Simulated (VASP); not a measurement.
**VASP 6.6.1 run: BP**

INCAR

```
PREC = Accurate
METAGGA = R2SCAN
ISIF = 2
LCHARG = .FALSE.
NBANDS = 11
NELM = 58
LASPH = .TRUE.
IBRION = -1
NSW = 0
NELECT = 7.5
ENCUT = 520
EDIFF = 1E-7
LREAL = .FALSE.
LWAVE = .FALSE.
ISMEAR = 0
SIGMA = 0.005
ALGO = Normal
```

KPOINTS

```
KPOINTS created by Atomic Simulation Environment
0
Gamma
10 10 10
0 0 0
```

POSCAR

```
B  P
 1.0000000000000000
    -0.0000000000000000    2.1554244784631185    2.1554244784631185
     2.1554244784631185   -0.0000000000000000    2.1554244784631185
     2.1554244784631185    2.1554244784631185   -0.0000000000000000
 B   P
   1   1
Cartesian
 -0.0000000000000000  0.0000000000000000  0.0000000000000000
  2.1554244784631185  2.1554244784631185  2.1554244784631185
```

The recommended PBE PAW datasets give the neutral cell 8 valence electrons.

Command

```
mpirun -np 1 vasp_std
```

OSZICAR

```
N       E                     dE             d eps       ncg     rms          rms(c)
DAV:   1    -0.180470654533E+01   -0.18047E+01   -0.34727E+03  1042   0.573E+02
DAV:   2    -0.203465803143E+02   -0.18542E+02   -0.17934E+02  1342   0.101E+02
DAV:   3    -0.208750856722E+02   -0.52851E+00   -0.52694E+00  1300   0.144E+01
DAV:   4    -0.208767313388E+02   -0.16457E-02   -0.16455E-02  1217   0.893E-01
DAV:   5    -0.208767359158E+02   -0.45769E-05   -0.45777E-05  1237   0.463E-02    0.671E+00
DAV:   6    -0.195755637140E+02    0.13012E+01   -0.42538E-01  1094   0.343E+00    0.358E+00
DAV:   7    -0.195937729871E+02   -0.18209E-01   -0.59823E-02  1279   0.131E+00    0.104E+00
DAV:   8    -0.195971771100E+02   -0.34041E-02   -0.25264E-03  1103   0.442E-01    0.919E-02
DAV:   9    -0.195973303821E+02   -0.15327E-03   -0.12209E-04  1315   0.961E-02    0.586E-02
DAV:  10    -0.195973592810E+02   -0.28899E-04   -0.25279E-05  1133   0.463E-02    0.140E-02
DAV:  11    -0.195973594579E+02   -0.17693E-06   -0.53184E-07  1261   0.432E-03    0.124E-03
DAV:  12    -0.195973593084E+02    0.14954E-06   -0.13416E-08   616   0.974E-04    0.794E-04
DAV:  13    -0.195973592201E+02    0.88273E-07   -0.27136E-09   571   0.319E-04
   1 F= -.19597359E+02 E0= -.19597328E+02  d E =-.628468E-04
```

From OUTCAR

```
k-points           NKPTS =     47   k-points in BZ     NKDIM =     47   number of bands    NBANDS=     11

   NELECT =       7.5000    total number of electrons

   dimension x,y,z NGX =    24 NGY =   24 NGZ =   24
   dimension x,y,z NGXF=    48 NGYF=   48 NGZF=   48

  energy-cutoff  :      520.00
  volume of cell :       20.03
      direct lattice vectors                 reciprocal lattice vectors
     0.000000000  2.155424478  2.155424478    -0.231972869  0.231972869  0.231972869
     2.155424478  0.000000000  2.155424478     0.231972869 -0.231972869  0.231972869
     2.155424478  2.155424478  0.000000000     0.231972869  0.231972869 -0.231972869

 k-points in reciprocal lattice and weights: KPOINTS created by Atomic Simulation Env
   0.00000000  0.00000000  0.00000000       0.001
   0.10000000  0.00000000  0.00000000       0.008
   0.20000000  0.00000000  0.00000000       0.008
   0.30000000  0.00000000  0.00000000       0.008
   0.40000000  0.00000000  0.00000000       0.008
   0.50000000  0.00000000  0.00000000       0.004
   0.10000000  0.10000000  0.00000000       0.006
   0.20000000  0.10000000  0.00000000       0.024
   ...

 E-fermi :   9.3285

 k-point     1 :       0.0000    0.0000    0.0000
  band No.  band energies     occupation
      1      -7.9178      2.00000
      2       9.9290      0.00000
      3       9.9290      0.00000
      4       9.9290      0.00000
      5      17.0389      0.00000
      6      18.4351      0.00000
      7      18.4351      0.00000
      8      18.4351      0.00000
      9      19.2179      0.00000
     10      19.2179      0.00000
     11      19.2179      0.00000

 k-point     2 :       0.1000    0.0000    0.0000
  band No.  band energies     occupation
      1      -7.6919      2.00000
      2       8.5747      2.00000
      3       9.8664      0.00000
      4       9.8664      0.00000
      5      17.1997      0.00000
      6      17.6358      0.00000
      7      17.6358      0.00000
      8      18.8788      0.00000
      9      18.9555      0.00000
     10      18.9555      0.00000
     11      19.1648      0.00000

 k-point     3 :       0.2000    0.0000    0.0000
  band No.  band energies     occupation
      1      -7.0178      2.00000
      2       5.8573      2.00000
      3       9.7760      0.00000
      4       9.7760      0.00000
      5      15.4410      0.00000
      6      15.4410      0.00000
      7      16.7156      0.00000
      8      18.5887      0.00000
      9      20.4090      0.00000
     10      20.4090      0.00000
     11      20.9089      0.00000

 k-point     4 :       0.3000    0.0000    0.0000
  band No.  band energies     occupation
      1      -5.9090      2.00000
      2       2.9709      2.00000
      3       9.8351      0.00000
      4       9.8351      0.00000
      5      13.5457      0.00000
      6      13.5457      0.00000
      7      16.1733      0.00000
      8      18.1101      0.00000
      9      22.5706      0.00000
     10      22.5706      0.00000
     11      23.0911      0.00000

 k-point     5 :       0.4000    0.0000    0.0000
  band No.  band energies     occupation
      1      -4.4165      2.00000
      2       0.3345      2.00000
      3      10.1678      0.00000
      4      10.1678      0.00000
      5      12.0535      0.00000
      6      12.0535      0.00000
      7      15.8212      0.00000
      8      17.7518      0.00000
      9      25.1158      0.00000
     10      25.1158      0.00000
     11      25.2038      0.00000

 ...

  Total       -6.8891751     -6.8891751     -6.8891751     -0.0000000     -0.0000000      0.0000000
  in kB     -551.1240682   -551.1240682   -551.1240682     -0.0000000     -0.0000000      0.0000000
  external PRESSURE =    -551.1240682 kB  Pullay stress =       0.0000000 kB

 POSITION                                       TOTAL-FORCE (eV/Angst)
 -----------------------------------------------------------------------------------
      0.00000      0.00000      0.00000        -0.000000     -0.000000      0.000000
      2.15542      2.15542      2.15542         0.000000      0.000000      0.000000
 -----------------------------------------------------------------------------------
    total drift:                                0.000000     -0.000000     -0.000000

  FREE ENERGIE OF THE ION-ELECTRON SYSTEM (eV)
  ---------------------------------------------------
  free  energy   TOTEN  =       -19.5973592201 eV

  energy  without entropy=      -19.5972963733  energy(sigma->0) =      -19.59732780
```

It converged. Results: pressure -55.1 GPa.

The cell is charged and sits in a uniform background.

For comparison, a separate r²SCAN run of the intended cell, on usual settings and not on those above, gives a gap of -4.17 eV on its mesh and a pressure of -0.4 GPa.

The run above took about 27 s on one core of a shared host (Intel Xeon Platinum 8488C) and held 0.14 GiB at most.
